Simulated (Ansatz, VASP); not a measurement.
TePb: programs and potentials compared

The starting cell:

```
CELL_PARAMETERS angstrom
0.00000 3.23100 3.23100
3.23100 0.00000 3.23100
3.23100 3.23100 0.00000
ATOMIC_POSITIONS crystal
Pb 0.00000 0.00000 0.00000
Te 0.50000 0.50000 0.50000
```

Alike in all runs: task relaxation of cell and atoms; functional LDA; k mesh 7 × 7 × 7; occupations fermi-dirac, width 0.05 eV; no spin polarisation; no spin-orbit coupling. LDA stands for any of its common fits.

| program and potentials | plane-wave cutoff (eV) | notes | equilibrium volume (Å³/atom) |
| --- | --- | --- | --- |
| Ansatz, Ansatz PAW | 420 | potentials made for PBE, which Ansatz adapts in part; 15 valence electrons an atom on average | 32.48 |
| VASP, LDA PAW files Pb_d, Te, 600 eV | 600 | 10 valence electrons an atom on average | 32.52 |
| Ansatz, all-electron LAPW, scalar-relativistic | - | - | 32.49 |

The equilibrium volume spans 32.48 (Ansatz, Ansatz PAW) to 32.52 Å³/atom (VASP, LDA PAW files Pb_d, Te, 600 eV), with all-electron results at 32.49. Relaxations stop with a little pressure left, so the last digit of a volume isn't settled.

The functional is the same throughout but for its coding, so the spread measures potentials, basis and numerics; runs on potential files found faulty are left out.
